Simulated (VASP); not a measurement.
# BN (Fmm2) in VASP: single point with PBE

Aim: the single point of BN with PBE.

Program: VASP 6.6.1. These are calculated values, not measurements. Logs are shortened: lines on timing, memory, paths and dates and some standing lists are left out, and cuts for length are marked.

## 1. Starting point

It takes space group Fmm2 (No. 42, orthorhombic). Conventional cell: a = 2.503 Å, b = 6.991 Å, c = 4.332 Å, α = 90.00°, β = 90.00°, γ = 90.00°. N (site symmetry mm2) has 3 B at 1.44 Å as nearest neighbours. Around B (site symmetry mm2) lie 3 N at 1.44 Å.

Measurements of this composition are mostly on another form, of space group No. 194.

## 2. Single point, PBE

Contents of INCAR:

```
SYSTEM = BN
ALGO = Fast
EDIFF = 1E-7
ENCUT = 520
GGA = PE
ISIF = 2
ISMEAR = 0
LASPH = .True.
LCHARG = .True.
LELF = .True.
LREAL = .False.
LVHAR = .True.
LWAVE = .False.
NELM = 100
PREC = Accurate
SIGMA = 0.02
```

Contents of KPOINTS:

```
k-points
0
Gamma
  3 3 3
  0 0 0
```

Contents of POSCAR:

```
BN
1.0
    0.0000000000      3.4953158300      2.1660912400
    1.2516321000      0.0000000000      2.1660912400
    1.2516321000      3.4953158300      0.0000000000
N B
1 1
Direct
    0.6666513400      0.6666513400      0.3333486600
    0.0000486500      0.0000486500      0.9999513500
```

Potentials or basis: VASP PAW PBE potentials, release 64 (N, B).

Run with:

```
$ cat potpaw_PBE.64/N/POTCAR potpaw_PBE.64/B/POTCAR > POTCAR
$ mpirun -np 1 vasp_std > vasp.out
```

OUTCAR:

```text
SYSTEM = BN
   EDIFF = 1E-7
   ENCUT = 520
   GGA = PE
   ISIF = 2
   ISMEAR = 0
   LASPH = .True.
   LREAL = .False.
   NELM = 100
   PREC = Accurate

 ion  position               nearest neighbor table
   1  0.667  0.667  0.333-   2 1.44   2 1.44   2 1.44
   2  0.000  0.000  1.000-   1 1.44   1 1.44   1 1.44

  LATTYP: Found a face centered orthorhombic cell.
 ALAT       =     2.5032642000
 B/A-ratio  =     1.7306133647
 C/A-ratio  =     2.7926064137

  Lattice vectors:

 A1 = (   0.0000000000,   3.4953158300,   2.1660912400)
 A2 = (  -1.2516321000,   3.4953158300,   0.0000000000)
 A3 = (  -1.2516321000,   0.0000000000,   2.1660912400)

Analysis of symmetry for initial positions (statically):
=====================================================================
 Subroutine PRICEL returns:
 Original cell was already a primitive cell.

 Routine SETGRP: Setting up the symmetry group for a
 face centered orthorhombic supercell.

 Subroutine GETGRP returns: Found  4 space group operations
 (whereof  4 operations were pure point group operations)
 out of a pool of  8 trial point group operations.

The static configuration has the point symmetry C_2v.

Analysis of symmetry for dynamics (positions and initial velocities):
=====================================================================
 Subroutine PRICEL returns:
 Original cell was already a primitive cell.

 Routine SETGRP: Setting up the symmetry group for a
 face centered orthorhombic supercell.

 Subroutine GETGRP returns: Found  4 space group operations
 (whereof  4 operations were pure point group operations)
 out of a pool of  8 trial point group operations.

The dynamic configuration has the point symmetry C_2v.

 Subroutine INISYM returns: Found  4 space group operations
 (whereof  4 operations are pure point group operations),
 and found     1 'primitive' translations

----------------------------------------------------------------------------------------

                                     Primitive cell

  volume of cell :      18.9526

  direct lattice vectors                    reciprocal lattice vectors
     0.000000000  3.495315830  2.166091240    -0.399478409  0.143048590  0.230830535
     1.251632100  0.000000000  2.166091240     0.399478409 -0.143048590  0.230830535
     1.251632100  3.495315830  0.000000000     0.399478409  0.143048590 -0.230830535

  length of vectors
     4.112077822  2.501706252  3.712656147     0.483041027  0.483041027  0.483041027

  position of ions in fractional coordinates (direct lattice)
     0.666651340  0.666651340  0.333348660
     0.000048650  0.000048650  0.999951350

  ion indices of the primitive-cell ions
   primitive index   ion index
                 1           1
                 2           2

----------------------------------------------------------------------------------------

 KPOINTS: k-points

Automatic generation of k-mesh.
 Grid dimensions read from file:
 generate k-points for:    3    3    3

 Generating k-lattice:

  Cartesian coordinates                     Fractional coordinates (reciprocal lattice)
    -0.133159470  0.047682863  0.076943512     0.333333333  0.000000000  0.000000000
     0.133159470 -0.047682863  0.076943512     0.000000000  0.333333333  0.000000000
     0.133159470  0.047682863 -0.076943512     0.000000000  0.000000000  0.333333333

  Length of vectors
     0.161013676  0.161013676  0.161013676

  Shift w.r.t. Gamma in fractional coordinates (k-lattice)
     0.000000000  0.000000000  0.000000000

 Subroutine IBZKPT returns following result:
 ===========================================

 Found      8 irreducible k-points:

 Following reciprocal coordinates:
            Coordinates               Weight
  0.000000  0.000000  0.000000      1.000000
  0.333333  0.000000  0.000000      8.000000
  0.333333  0.333333  0.000000      2.000000
 -0.333333  0.333333  0.000000      4.000000
  0.333333  0.000000  0.333333      2.000000
 -0.333333  0.000000  0.333333      4.000000
  0.000000  0.333333  0.333333      2.000000
 -0.333333  0.333333  0.333333      4.000000
   k-points           NKPTS =      8   k-points in BZ     NKDIM =      8   number of bands    NBANDS=      8
   number of dos      NEDOS =    301   number of ions     NIONS =      2
   total plane-waves  NPLWV =  17920
   dimension x,y,z NGX =    32 NGY =   20 NGZ =   28
   dimension x,y,z NGXF=    64 NGYF=   40 NGZF=   56
   ions per type =               1   1
   NGX,Y,Z   is equivalent  to a cutoff of  12.94, 13.29, 12.54 a.u.
   NGXF,Y,Z  is equivalent  to a cutoff of  25.87, 26.58, 25.08 a.u.
 SYSTEM =  BN
   PREC   = accura    normal or accurate (medium, high low for compatibility)
   ISTART =      0    job   : 0-new  1-cont  2-samecut
   ICHARG =      2    charge: 1-file 2-atom 10-const
   ISPIN  =      1    spin polarized calculation?
   LNONCOLLINEAR =      F non collinear calculations
   LSORBIT =      F    spin-orbit coupling
   LASPH  =      T    aspherical Exc in radial PAW
   ENCUT  =  520.0 eV  38.22 Ry    6.18 a.u.   7.65  4.65  6.90*2*pi/ulx,y,z
   NELM   =    100;   NELMIN=  2; NELMDL= -5     # of ELM steps
   EDIFF  = 0.1E-06   stopping-criterion for ELM
   LREAL  =      F    real-space projection
   EDIFFG = 0.1E-05   stopping-criterion for IOM
   NSW    =      0    number of steps for IOM
   IBRION =     -1    ionic relax: 0-MD 1-quasi-New 2-CG
   NFREE  =      0    steps in history (QN), initial steepest desc. (CG)
   ISIF   =      2    stress and relaxation
   ISYM   =      2    0-nonsym 1-usesym 2-fastsym
   POTIM  = 0.5000    time-step for ionic-motion
   TEBEG  =    0.0;   TEEND  =   0.0 temperature during run
   PSTRESS=    0.0 pullay stress
   NELECT =       8.0000    total number of electrons
   NUPDOWN=      -1.0000    fix difference up-down
   EMIN   =  10.00;   EMAX   =-10.00  energy-range for DOS
   EFERMI =   0.00;   METHOD = LEGACY
   ISMEAR =     0;   SIGMA  =   0.02  broadening in eV -4-tet -1-fermi 0-gaus
   EFERMI_NEDOS =   21; number of points for ismear=-14 and -15
   IALGO  =     68    algorithm
   IMIX   =      4    mixing-type and parameters
     AMIX     =   0.40;   BMIX     =  1.00
     AMIX_MAG =   1.60;   BMIX_MAG =  1.00
  volume/ion in A,a.u.               =       9.48        63.95
  Fermi-wavevector in a.u.,A,eV,Ry     =   1.228047  2.320672 20.518928  1.508099
  Thomas-Fermi vector in A             =   2.362987
   LORBIT       =      0    0 simple, 1 ext, 2 COOP (PROOUT), +10 PAW based schemes
   GGA     = PE    functional components
   LHFCALC =     F    Hartree Fock is set to
   AEXX    =    0.0000 exact exchange contribution
   IVDW    =     0    specifies the selected vdW correction
   LEPSILON=     F    determine dielectric tensor
   LRPA    =     F    only Hartree local field effects (RPA)
 non-spin polarized calculation
 RMM-DIIS sequential band-by-band and
 Gauss-broadening in eV      SIGMA  =   0.02
  energy-cutoff  :      520.00
  volume of cell :       18.95
 maximum number of plane-waves:       521
 NGX is ok and might be reduce to    30
   NGX = 15   NGY =  9   NGZ = 13

 number of electron       8.0000000 magnetization

 Free energy of the ion-electron system (eV)
  ---------------------------------------------------
  ext. energy  EPLUGINS =         0.00000000
  ---------------------------------------------------
  free energy    TOTEN  =       -17.48209173 eV

  energy without entropy =      -17.48209173  energy(sigma->0) =      -17.48209173

 E-fermi :   2.1063     XC(G=0):  -9.7368

 val. band max:        1.9896507032   @ k =  -0.3333   0.3333   0.0000
 cond. band min:       6.2941367836   @ k =   0.0000   0.3333   0.3333
 fundamental gap:      4.3044860804
 Fermi energy:         2.1063044335

 k-point     1 :       0.0000    0.0000    0.0000
  band No.  band energies     occupation
      1     -15.8475      2.00000
      2      -2.4700      2.00000
      3       0.6141      2.00000
      4       0.6211      2.00000
      5       6.8429      0.00000
      6      13.5078      0.00000
      7      13.5673      0.00000
      8      14.9920      0.00000

 k-point     2 :       0.3333    0.0000    0.0000
  band No.  band energies     occupation
      1     -13.8336      2.00000
      2      -4.9414      2.00000
      3      -1.6379      2.00000
      4      -0.3734      2.00000
      5       8.8700      0.00000
      6      11.0586      0.00000
      7      13.3283      0.00000
      8      20.5269      0.00000

 k-point     3 :       0.3333    0.3333    0.0000
  band No.  band energies     occupation
      1     -13.8675      2.00000
      2      -5.0125      2.00000
      3      -1.6320      2.00000
      4       0.0176      2.00000
      5       9.8908      0.00000
      6       9.9829      0.00000
      7      13.1549      0.00000
      8      18.5356      0.00000

 k-point     4 :      -0.3333    0.3333    0.0000
  band No.  band energies     occupation
      1     -12.0670      2.00000
      2      -6.0038      2.00000
      3      -5.2557      2.00000
      4       1.9897      2.00000
      5       6.6983      0.00000
      6      14.0030      0.00000
      7      16.0325      0.00000
      8      17.3510      0.00000

 k-point     5 :       0.3333    0.0000    0.3333
  band No.  band energies     occupation
      1     -15.7018      2.00000
      2      -3.7606      2.00000
      3       0.6033      2.00000
      4       0.6200      2.00000
      5      10.1125      0.00000
      6      13.4881      0.00000
      7      13.5286      0.00000
      8      14.4086      0.00000

 k-point     6 :      -0.3333    0.0000    0.3333
  band No.  band energies     occupation
      1     -13.7305      2.00000
      2      -4.9682      2.00000
      3      -1.6379      2.00000
      4      -1.2954      2.00000
      5       9.1749      0.00000
      6      12.2482      0.00000
      7      16.5213      0.00000
      8      17.5233      0.00000

 k-point     7 :       0.0000    0.3333    0.3333
  band No.  band energies     occupation
      1     -12.0447      2.00000
      2      -5.9796      2.00000
      3      -5.2056      2.00000
      4       1.7870      2.00000
      5       6.2941      0.00000
      6      14.0706      0.00000
      7      15.2996      0.00000
      8      18.7595      0.00000

 k-point     8 :      -0.3333    0.3333    0.3333
  band No.  band energies     occupation
      1     -13.7591      2.00000
      2      -4.9121      2.00000
      3      -1.6601      2.00000
      4      -1.0159      2.00000
      5       8.6864      0.00000
      6      12.0068      0.00000
      7      14.7478      0.00000
      8      18.7788      0.00000

------------------------ aborting loop because EDIFF is reached ----------------------------------------

  FORCE on cell =-STRESS in cart. coord.  units (eV):
  Direction    XX          YY          ZZ          XY          YZ          ZX
  --------------------------------------------------------------------------------------
  -------------------------------------------------------------------------------------
  Total        0.4590371      0.2271874      0.4474807      0.0000000      0.0000000      0.0000000
  in kB       38.8050777     19.2054707     37.8281452      0.0000000      0.0000000      0.0000000
  external PRESSURE =      31.9462312 kB  Pullay stress =       0.0000000 kB

 VOLUME and BASIS-vectors are now :
 -----------------------------------------------------------------------------
  energy-cutoff  :      520.00
  volume of cell :       18.95
      direct lattice vectors                 reciprocal lattice vectors
     0.000000000  3.495315830  2.166091240    -0.399478409  0.143048590  0.230830535
     1.251632100  0.000000000  2.166091240     0.399478409 -0.143048590  0.230830535
     1.251632100  3.495315830  0.000000000     0.399478409  0.143048590 -0.230830535

 POSITION                                       TOTAL-FORCE (eV/Angst)
 -----------------------------------------------------------------------------------
      1.25163      3.49532      2.88806         0.000000      0.000000     -0.006607
      1.25163      3.49532      0.00021         0.000000      0.000000      0.006607
 -----------------------------------------------------------------------------------
    total drift:                                0.000006     -0.000011     -0.000054

  FREE ENERGIE OF THE ION-ELECTRON SYSTEM (eV)
  ---------------------------------------------------
  free  energy   TOTEN  =       -17.4820917310 eV

  energy  without entropy=      -17.4820917310  energy(sigma->0) =      -17.48209173
```

Wall time 7.5 s (1 thread of AMD EPYC, shared host); peak memory 0.1 GiB.

Results:

```
Free energy            : -17.4821 eV
Pressure               : 3.2 GPa
Largest force          : 0.007 eV/Å
Band gap on the k mesh : 4.30 eV, indirect (least direct gap 4.51 eV)
```

Forces in eV/Å, atoms in the order of the input:
```
N    0.000  0.000 -0.007
B    0.000  0.000  0.007
```

Stress tensor (GPa, compression positive):
```
3.88 0.00 0.00
0.00 1.92 0.00
0.00 0.00 3.78
```

Levels at points of the mesh, in eV from the valence-band top:
```csv
k point,band 1,band 2,band 3,band 4,band 5,band 6,band 7,band 8
"(0.00, 0.00, 0.00)",-17.84,-4.46,-1.38,-1.37,4.85,11.52,11.58,13.00
```

Caveat: the k mesh is coarse (spacing up to 1.01 Å⁻¹), so the values aren't converged; an odd mesh through Γ misses points on the zone boundary, where band edges often lie.
